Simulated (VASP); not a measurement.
Input of a VASP 6.6.1 run:

INCAR

```
SYSTEM = SnO2
ALGO = Normal ; EDIFF = 1E-7
ENCUT = 520 ; GGA = PE
ISIF = 2 ; ISMEAR = -1
LASPH = .TRUE. ; LCHARG = .FALSE.
LREAL = .FALSE. ; LWAVE = .FALSE.
NBANDS = 20 ; NELM = 100
PREC = Accurate ; SIGMA = 0.05
```

File KPOINTS:

```
k-points
0
G
  9 9 9
  0 0 0
```

POSCAR

```
SnO2
1.0
    0.0000000000      2.5741500000      2.5741500000
    2.5741500000      0.0000000000      2.5741500000
    2.5741500000      2.5741500000      0.0000000000
Sn O
1 2
Direct
    0.0000000000      0.0000000000      0.0000000000
    0.7500000000      0.7500000000      0.7500000000
    0.2500000000      0.2500000000      0.2500000000
```

Potentials or basis: VASP PAW PBE potentials, release 64 (Sn_d, O).

Run with:

```console
$ cat potpaw_PBE.64/Sn_d/POTCAR potpaw_PBE.64/O/POTCAR > POTCAR
$ mpirun -np 1 vasp_std > vasp.out
```

(1) Predict the band gap on the k mesh.

(2) Estimate the pressure.

Results:

(1) none (metal or under the smearing width).

(2) 0.1 GPa.
